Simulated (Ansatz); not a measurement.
Geometry optimisation, DFT PBE, scalar-relativistic, plane waves, PAW (Ansatz).

input.yaml

```yaml
crystal:
  lattice:
    - [0.158661, 6.0993, 6.092365]
    - [0.158661, -6.0993, 6.092365]
    - [6.952, 0.0, 0.0]
  atoms:
    - { symbol: Si, position: [0.17416, 0.89518, 0.64879] }
    - { symbol: Si, position: [0.35482, 0.07584, 0.10121] }
    - { symbol: Si, position: [0.32584, 0.60482, 0.85121] }
    - { symbol: Si, position: [0.14518, 0.42416, 0.39879] }
    - { symbol: Si, position: [0.36587, 0.17961, 0.51369] }
    - { symbol: Si, position: [0.57039, 0.38413, 0.73631] }
    - { symbol: Si, position: [0.13413, 0.32039, 0.98631] }
    - { symbol: Si, position: [0.92961, 0.11587, 0.76369] }
    - { symbol: O, position: [0.75, 0.25, 0.25] }
    - { symbol: O, position: [0.5, 0.0, 0.0] }
    - { symbol: O, position: [0.0176, 0.7324, 0.125] }
    - { symbol: O, position: [0.4824, 0.7676, 0.375] }
    - { symbol: O, position: [0.58085, 0.34365, 0.96235] }
    - { symbol: O, position: [0.40635, 0.16915, 0.28765] }
    - { symbol: O, position: [0.91915, 0.15635, 0.53765] }
    - { symbol: O, position: [0.09365, 0.33085, 0.21235] }
    - { symbol: O, position: [0.31175, 0.01295, 0.59185] }
    - { symbol: O, position: [0.23705, 0.93825, 0.15815] }
    - { symbol: O, position: [0.18825, 0.48705, 0.90815] }
    - { symbol: O, position: [0.26295, 0.56175, 0.34185] }
    - { symbol: O, position: [0.2736, 0.197, 0.9562] }
    - { symbol: O, position: [0.053, 0.9764, 0.7938] }
    - { symbol: O, position: [0.2264, 0.303, 0.5438] }
    - { symbol: O, position: [0.447, 0.5236, 0.7062] }
    - { symbol: Si, position: [0.67416, 0.39518, 0.14879] }
    - { symbol: Si, position: [0.85482, 0.57584, 0.60121] }
    - { symbol: Si, position: [0.82584, 0.10482, 0.35121] }
    - { symbol: Si, position: [0.64518, 0.92416, 0.89879] }
    - { symbol: Si, position: [0.86587, 0.67961, 0.01369] }
    - { symbol: Si, position: [0.07039, 0.88413, 0.23631] }
    - { symbol: Si, position: [0.63413, 0.82039, 0.48631] }
    - { symbol: Si, position: [0.42961, 0.61587, 0.26369] }
    - { symbol: O, position: [0.25, 0.75, 0.75] }
    - { symbol: O, position: [0.0, 0.5, 0.5] }
    - { symbol: O, position: [0.5176, 0.2324, 0.625] }
    - { symbol: O, position: [0.9824, 0.2676, 0.875] }
    - { symbol: O, position: [0.08085, 0.84365, 0.46235] }
    - { symbol: O, position: [0.90635, 0.66915, 0.78765] }
    - { symbol: O, position: [0.41915, 0.65635, 0.03765] }
    - { symbol: O, position: [0.59365, 0.83085, 0.71235] }
    - { symbol: O, position: [0.81175, 0.51295, 0.09185] }
    - { symbol: O, position: [0.73705, 0.43825, 0.65815] }
    - { symbol: O, position: [0.68825, 0.98705, 0.40815] }
    - { symbol: O, position: [0.76295, 0.06175, 0.84185] }
    - { symbol: O, position: [0.7736, 0.697, 0.4562] }
    - { symbol: O, position: [0.553, 0.4764, 0.2938] }
    - { symbol: O, position: [0.7264, 0.803, 0.0438] }
    - { symbol: O, position: [0.947, 0.0236, 0.2062] }
    - { symbol: O, position: [0.6424522, 0.676065, 0.2350449], spin: 1.0 }
magnetization:
  spin_polarized: true
basis:
  ecutwfc: 420.0
kpoints:
  mp_grid: { grid: [1, 1, 2] }
hamiltonian:
  xc: pbe
  pseudopotentials: { kind: paw, azcp: { folder: soft_1 } }
scf:
  occupations: { method: fermi_dirac, width: 0.02 }
  lower_state_search: "off"
relax:
  f_tol: 0.08
  max_steps: 25
  adjacent_minimum: "off"
```

Run as:

```bash
$ ansatz run input.yaml --threads 2 --pin off --max-ram 5120MiB --backend cpu --events-out ev --progress --plain --runs-dir out
```

Problem. Where does it end, and by what steps?

Solution. The run converged. The threshold is loose, so the end isn't yet a minimum. The force dipped under the threshold on the way, but the program's further checks kept it going. Limits of this set-up: coarse k mesh, a small cell, in which the defect meets its images. After 12 steps the energy has fallen by 3.556 eV; O49 moved furthest, 0.63 Å.

| step | energy less start (eV) | largest force component (eV/Å) | accepted |
| --- | --- | --- | --- |
| 0 | 0.0000 | 4.405 | yes |
| 1 | -1.6696 | 2.643 | yes |
| 2 | -2.8212 | 1.477 | yes |
| 3 | -3.2009 | 0.795 | yes |
| 4 | -3.4219 | 0.412 | yes |
| 5 | -3.4928 | 0.602 | yes |
| 6 | -3.5142 | 0.198 | yes |
| 7 | -3.5272 | 0.333 | yes |
| 8 | -3.5428 | 0.311 | yes |
| 9 | -3.4218 | 0.807 | no |
| 10 | -3.5473 | 0.258 | yes |
| 11 | -3.5556 | 0.067 | yes |
| 12 | -3.5556 | 0.067 | yes |

```xyz
49
Lattice="0.1587 6.0993 6.0924 0.1587 -6.0993 6.0924 6.9520 0.0000 0.0000" Properties=species:S:1:pos:R:3
Si 4.699 -4.438 6.418
Si 0.827 1.765 2.619
Si 6.076 -1.647 5.765
Si 2.759 -1.716 3.424
Si 3.686 1.026 3.278
Si 5.303 1.157 5.785
Si 6.874 -0.986 2.795
Si 5.429 4.941 6.390
O 1.862 3.074 6.152
O 0.361 3.205 3.134
O 0.996 -4.271 4.540
O 3.038 -1.940 7.406
O 6.895 1.358 5.551
O 2.116 1.354 3.505
O 3.834 4.766 6.636
O 1.490 -1.277 2.519
O 4.125 1.657 1.877
O 1.330 -4.218 7.137
O 6.479 -1.616 4.207
O 2.396 -1.864 4.981
O 6.632 0.625 2.797
O 5.720 -5.674 6.108
O 3.919 -0.586 3.270
O 5.037 -0.428 6.067
Si 1.236 1.654 6.479
Si 4.455 1.852 8.616
Si 2.564 4.421 5.688
Si 6.379 -1.811 9.662
Si 0.217 1.289 9.451
Si 1.801 -4.926 5.773
Si 3.607 -1.260 8.843
Si 2.021 -1.140 6.376
O 5.417 -3.058 6.086
O 3.208 -3.151 2.886
O 4.524 1.685 4.482
O 6.202 4.412 7.701
O 3.374 -4.640 5.509
O 5.731 2.014 9.586
O 0.450 -1.425 6.668
O 5.125 -1.886 8.676
O 0.819 1.722 8.032
O 4.811 2.020 7.053
O 3.200 -1.915 10.268
O 5.893 4.043 5.137
O 3.931 0.354 8.917
O 2.317 0.464 6.199
O 0.019 -0.307 9.566
O 1.526 5.668 5.817
O 1.963 -0.551 8.542
```

Whether the end is a true minimum wasn't checked by a vibrational analysis.

The run took 82 s on 2 threads of Intel(R) Xeon(R) 6975P-C (Granite Rapids), with other jobs on the host, peak memory 1.2 GiB.
